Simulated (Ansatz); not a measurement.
An 8-atom cell of ZnSnP2 (I-42d) from a materials database at its r2SCAN geometry, run in Ansatz 0.2.0 at 2 levels of theory. No spin polarisation and no zero-point or thermal motion.

The r2SCAN input:
```yaml
crystal:
  lattice:
    - [-2.8252091623, 2.8252091623, 5.663569224]
    - [2.8252091623, -2.8252091623, 5.663569224]
    - [2.8252091623, 2.8252091623, -5.663569224]
  atoms:
    - { symbol: Zn, position: [0.75, 0.25, 0.5] }
    - { symbol: Zn, position: [0.0, 0.0, 0.0] }
    - { symbol: Sn, position: [0.25, 0.75, 0.5] }
    - { symbol: Sn, position: [0.5, 0.5, 0.0] }
    - { symbol: P, position: [0.375, 0.3532625018, 0.4782625018] }
    - { symbol: P, position: [0.6467374982, 0.125, 0.0217374982] }
    - { symbol: P, position: [0.1032625018, 0.625, 0.9782625018] }
    - { symbol: P, position: [0.875, 0.8967374982, 0.5217374982] }
kpoints:
  mp_grid: { grid: [6, 6, 6] }
  band_path:
    path:
      - [0.0, 0.0, 0.0]
      - [0.0, 0.0, 0.5]
      - [0.25, 0.25, 0.25]
      - [0.0, 0.5, 0.0]
      - [0.5, 0.5, -0.5]
      - [0.312210085, 0.687789915, -0.312210085]
      - [-0.312210085, 0.312210085, 0.312210085]
      - [-0.1244201699, 0.1244201699, 0.5]
      - [0.5, 0.5, -0.1244201699]
    npoints: 1
hamiltonian:
  xc: r2scan
scf:
  occupations: { method: fixed }
  n_extra_bands: 6
output:
  forces: true
  stress: true
  eigenvalues: true
  write_density: true
  write_potential: true
  elf: true
  volumetric_format: npy
```

Main results, then, where recorded, the levels near the gap in eV from the Fermi energy (columns number the bands from 0), one row a point of the path (Γ, X, P, N, M, S, S₀, R, G):
```
Crystal: 8 atoms, lattice volume = 180.822 Å³
Symmetry: 8 space group operations
Space group: I-42d (ITA 122)
```
```
Basis set: ecut = 500 eV, 4589 PW (Γ)
k-points: 30 of 216 (time reversal used)
SCF 1 converged in 8 iterations: F = -21767.478091 eV  dr2 = 1.37e-8
Free energy (F): -21767.478091 eV
Fermi energy:    7.112742 eV
--- Forces (eV/Å), atoms counted from 1 ---
  atom   1  Zn      0.00000      0.00000      0.00000
  atom   2  Zn      0.00000      0.00000      0.00000
  atom   3  Sn      0.00000      0.00000      0.00000
  atom   4  Sn      0.00000      0.00000      0.00000
  atom   5  P       0.00007      0.00000      0.00000
  atom   6  P       0.00000    -0.00007      0.00000
  atom   7  P       0.00000      0.00007      0.00000
  atom   8  P     -0.00007      0.00000      0.00000
--- Stress (GPa, compression-positive) ---
       -0.004627       0.000000       0.000000
        0.000000      -0.004627       0.000000
        0.000000       0.000000      -0.014017
  P = ⅓ Tr σ = -0.0078 GPa (-0.078 kbar)
```
```tsv
band_32	band_33	band_34	band_35	band_36	band_37	band_38
-2.597	-0.007	0.000	0.000	1.251	1.642	1.884
-1.126	-1.126	-0.831	-0.831	1.442	1.442	3.205
-1.123	-1.123	-1.085	-1.085	1.971	1.971	3.088
-2.322	-1.943	-1.514	-1.005	2.787	2.925	3.054
-1.750	-1.750	-1.423	-1.423	1.627	1.627	1.631
-2.255	-1.957	-1.140	-0.967	1.842	2.646	2.899
-2.255	-1.957	-1.140	-0.967	1.842	2.646	2.899
-1.237	-1.237	-1.108	-1.108	1.781	1.781	3.748
-1.237	-1.237	-1.108	-1.108	1.781	1.781	3.748
```

The r2SCAN gap is direct at Γ: 1.25 eV.

PBE0. Against the first input these blocks differ (the band path and keys that only write files left aside):
```yaml
kpoints:
  mp_grid: { grid: [4, 4, 4] }
hamiltonian:
  xc: pbe0
```

```
Basis set: ecut = 420 eV, 3555 PW (Γ)
k-points: 13 of 64 (time reversal used)
SCF 1 stopped early in 3 iterations: F = -21710.847965 eV  dr2 = 4.75e-5
SCF 2 stopped early in 6 iterations: F = -21720.554003 eV  dr2 = 1.88e-5
hybrid outer 1: dexx = +5.873e-2 eV, tail = 1.81e-4 eV
SCF 3 converged in 6 iterations: F = -21720.552891 eV  dr2 = 6.99e-10
hybrid outer 2: dexx = +7.619e-6 eV, tail = 7.82e-8 eV, Δε = 3.63e-3 eV, ΔF = 3.24e-3 eV/Å
Free energy (F): -21720.552891 eV
Fermi energy:    6.518397 eV
--- Forces (eV/Å), atoms counted from 1 ---
  atom   1  Zn      0.00000      0.00000      0.00000
  atom   2  Zn      0.00000      0.00000      0.00000
  atom   3  Sn      0.00000      0.00000      0.00000
  atom   4  Sn      0.00000      0.00000      0.00000
  atom   5  P       0.24300      0.00000      0.00000
  atom   6  P       0.00000    -0.24300      0.00000
  atom   7  P       0.00000      0.24300      0.00000
  atom   8  P     -0.24300      0.00000      0.00000
--- Stress (GPa, compression-positive) ---
        0.142733       0.000000       0.000000
        0.000000       0.142733       0.000000
        0.000000       0.000000       0.221771
  P = ⅓ Tr σ = 0.1691 GPa (1.691 kbar)
```
```tsv
band_32	band_33	band_34	band_35	band_36	band_37	band_38
-2.779	-0.016	0.000	0.000	2.285	2.674	3.025
-1.196	-1.196	-0.923	-0.923	2.534	2.534	4.386
-1.197	-1.197	-1.169	-1.169	3.091	3.091	4.248
-2.510	-2.113	-1.571	-1.110	4.018	4.125	4.218
-1.860	-1.860	-1.552	-1.552	2.665	2.665	2.744
-2.380	-2.122	-1.217	-1.057	2.939	3.806	4.141
-2.380	-2.122	-1.217	-1.057	2.939	3.806	4.141
-1.312	-1.312	-1.201	-1.201	2.879	2.879	4.979
-1.312	-1.312	-1.201	-1.201	2.879	2.879	4.979
```

With PBE0 the gap is 2.28 eV and direct, at Γ. The mean stress, +0.2 GPa, is small, and the program warns that its thresholds are loose for a hybrid's stress.

The hybrids run on coarser meshes, which limits their stresses and small splittings of levels.

Totals of different functionals can't be compared.

Spin-orbit coupling is left out, which matters wherever the heavy atoms make up the band edges.
